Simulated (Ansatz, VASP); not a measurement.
# Sb: VASP beside Ansatz

INCAR

```
PREC = Accurate
ENCUT = 520
EDIFF = 1E-6
ISMEAR = -1
SIGMA = 0.05
LREAL = F
LASPH = T
NELM = 60
ALGO = Normal
ISIF = 2
LWAVE = F
LCHARG = F
GGA = PS
NBANDS = 8
```

KPOINTS

```
Automatic mesh
0
Gamma
  8 8 8
```

The input POSCAR:

```
Sb
1.0
    3.0954921035      0.0000000000      0.0000000000
    0.0000000000      3.0954921035      0.0000000000
    0.0000000000      0.0000000000      3.0954921035
Sb
1
Direct
    0.0000000000      0.0000000000      0.0000000000
```

The input input.yaml:

```yaml
crystal:
  lattice:
    - [3.0954921035, 0.0, 0.0]
    - [0.0, 3.0954921035, 0.0]
    - [0.0, 0.0, 3.0954921035]
  atoms:
    - { symbol: Sb, position: [0.0, 0.0, 0.0] }
kpoints:
  mp_grid: { grid: [8, 8, 8] }
scf:
  occupations: { method: fermi_dirac, width: 0.05 }
hamiltonian:
  xc: pbesol
  pseudopotentials: { kind: all_electron, lapw: { basis_error: 0.0005 } }
output:
  forces: true
  stress: true
  eigenvalues: true
```

Change from the starting cell: volume scaled by 0.94.

Alike in both runs: task single point; functional PBEsol; k mesh 8 × 8 × 8; occupations fermi-dirac, width 0.05 eV; no spin polarisation.

|  | VASP | Ansatz |
| --- | --- | --- |
| version | VASP 6.6.1 | Ansatz 0.2.0 |
| potentials or method | VASP PAW PBE potentials, release 64 (Sb) | all-electron LAPW, scalar-relativistic |
| plane-wave cutoff (eV) | 520 | see its input |

```csv
,VASP,Ansatz,Ansatz less VASP
gap on the k mesh at the Fermi level (eV),none,none,-
pressure (GPa),-1.5,-1.6,-0.08
```

A gap of «none» marks a metal or a gap that the smearing closes. Ansatz ran all-electron here, so the differences hold the error of VASP's frozen core and of both bases.

Caveats: the PAW data sets were made with another functional, which shifts forces and pressure a little (VASP). The runs have no spin-orbit coupling, so splittings on Sb are missing.
